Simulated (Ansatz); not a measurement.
## A strain series on MgS (rocksalt): uniaxial along [111], other directions held

MgS built on the rocksalt prototype, relaxed with r2SCAN in the PAW code Ansatz, then strained (uniaxial along [111], other directions held; changes of length per length, axes as in the cell below) with the atoms relaxed again within the symmetry that is left. Space group Fm-3m (No. 225), cubic; conventional cell a = 5.203 Å, 17.61 Å³ an atom. Around Mg lie 6 S at 2.60 Å; around S lie 6 Mg at 2.60 Å. Calculated for a static, non-magnetic cell.

```xyz
2
Lattice="0.0000 2.6015 2.6015 2.6015 0.0000 2.6015 2.6015 2.6015 0.0000" Properties=species:S:1:pos:R:3 pbc="T T T"
Mg    0.0000    0.0000    0.0000
S     2.6015    2.6015    2.6015
```

Gaps are the least over each mesh (PBE 8×8×8, r2SCAN 8×8×8, HSE06 6×6×6 when unstrained) and the special points, which keep their unstrained names; stress is the change from the unstrained cell, compression positive.

```csv
strain (%),"gap, PBE (eV)","gap, r2SCAN (eV)","gap, HSE06 (eV)","edges, HSE06","stress along the strain, r2SCAN (GPa)","energy rise, r2SCAN (meV/atom)"
-5.01,2.532,3.179,3.541,Γ → X,+8.65,23.2
-4.99,2.533,3.180,3.542,Γ → X,+8.61,23.0
-0.34,2.777,3.448,3.790,Γ → X,+0.55,0.1
0.0,2.790,3.463,3.804,Γ → X,0.00,0.0
```

The meshes of the hybrids are coarse, so their gaps aren't converged to the digits shown.
